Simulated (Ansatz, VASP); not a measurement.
**P in VASP and in Ansatz**

```
CELL_PARAMETERS angstrom
1.64774 -5.46504 0.00000
1.64774 5.46504 0.00000
0.00000 0.00000 4.54364
ATOMIC_POSITIONS crystal
P 0.90414 0.09586 0.58882
P 0.09586 0.90414 0.41118
P 0.59586 0.40414 0.08882
P 0.40414 0.59586 0.91118
```

Alike in both runs: task single point; functional PBE; k mesh 4 × 4 × 3; occupations fermi-dirac, width 0.02 eV; no spin polarisation.

```csv
,VASP,Ansatz
version,VASP 6.6.1,Ansatz 0.2.0
potentials or method,"VASP PAW PBE potentials, release 64 (P), cutoff 520 eV","all-electron LAPW, scalar-relativistic"
```

```csv
,VASP,Ansatz,Ansatz less VASP
gap on the k mesh at the Fermi level (eV),0.11,0.10,-0.010
least direct gap on the mesh (eV),0.11,0.10,-0.010
pressure (GPa),1.9,2.3,+0.35
largest component of the traceless stress (GPa),1.34,1.40,+0.053
rms of the force components (eV/Å),0.153,0.177,+0.0244
```

Atom by atom the forces differ by 0.028 eV/Å (rms over components). Ansatz ran all-electron here, so the differences hold the error of VASP's frozen core and of both bases.

Caveats: the k mesh is coarse (spacing up to 0.50 Å⁻¹), so the values aren't converged; an odd mesh through Γ misses points on the zone boundary, where band edges often lie.
